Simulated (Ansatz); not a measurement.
## CoO: equation of state with PBEsol

The system is CoO.

```
Co O
1.0
     3.19765    0.00000    0.00000
    -1.59882    2.76924    0.00000
     0.00000    0.00000    5.22871
Co O
2 2
Direct
  0.33333 0.66667 0.50336
  0.00000 0.00000 0.00347
  0.33333 0.66667 0.87156
  0.00000 0.00000 0.37161
```

Measurements of this composition are mostly on another form, of space group No. 225.

* Program: Ansatz 0.2.0
* Task: equation of state
* Functional: PBEsol
* Potentials or basis: all-electron LAPW, scalar-relativistic
* Basis error allowed: 0.001 eV/atom
* k mesh: 10 × 10 × 5
* Occupations: fermi-dirac, width 0.05 eV
* Spin: collinear spin, ferromagnetic start
* Starting moments: [2.0, 2.0, 0.0, 0.0] μB

```
Equilibrium volume                        : 10.66 Å³/atom (rough: see the caveat)
Bulk modulus at fixed shape and positions : 134 GPa (rough)
```

Energy against volume, from the lowest point:
```csv
volume (Å³/atom),energy (meV/atom)
10.881,0.00
11.112,5.70
11.344,14.92
11.575,27.34
11.807,42.67
12.038,60.67
12.270,81.11
```

All runs of the series together: 12 min on 4 threads of Arm Neoverse V2, with other jobs on the host.

Caveat: the minimum lies outside the volumes run; the cell was scaled at fixed shape and fractional positions, which overstates the stiffness of a crystal with free parameters, most of all of layers and chains; the starting moments weren't kept.
